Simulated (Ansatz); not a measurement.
RuO2 (rutile)

```
CELL_PARAMETERS angstrom
      4.52339     0.00000     0.00000
      0.00000     4.52339     0.00000
      0.00000     0.00000     3.11902
ATOMIC_POSITIONS crystal
  Ru 0.50000 0.50000 0.50000
  Ru 0.00000 0.00000 0.00000
  O  0.80567 0.80567 0.50000
  O  0.30567 0.69433 0.00000
  O  0.69433 0.30567 0.00000
  O  0.19433 0.19433 0.50000
```

Scan: atom 4 (O, nearest neighbour Ru at 1.955 Å; its periodic images, 3.1 Å or more away, move with it) is displaced towards the nearest neighbour, direction (-0.707, 0.707, 0.000) in Cartesian axes, by s. The other atoms stay.

These are PBE (plane waves to 420 eV, PAW, scalar-relativistic; Ansatz, a first-principles code) values and carry that method's errors. k mesh 8×8×12 (Γ-centred), Fermi-Dirac smearing 0.05 eV. The energy includes the smearing's −TS. Left out: 2 of 11 points, with atoms too close for the PAW data. With partly filled bands, energies and forces of such displacements shift with the k mesh and the smearing. RuO2 is run without spin polarisation and with no Hubbard U. RuO2 was relaxed with its symmetry unable to fall. ΔE is measured from the undisplaced structure. The last digit holds for this mesh only.

```csv
s (Å),ΔE (meV/cell)
-0.590,3560.6
-0.472,2325.7
-0.354,1340.8
-0.236,601.9
-0.118,149.2
0.000,0.0
0.118,150.8
0.236,652.3
0.354,1698.4
```

Task: What force constant k = d²E/ds² at s = 0 does the table give?

Result: 21 eV/Å². It is the second difference of the nearest points, corrected with the next pair.

Task: With k = 21.19 eV/Å² from the forces, is the well harmonic out to s = 0.354 Å?

Result: ½ks² = 1328 meV/cell against the computed 1698 meV/cell, so the well is stiffer than harmonic there.

(For displaced atoms, the force is minus the slope of the energy, and its curvature is a force constant, which sets phonon frequencies.)
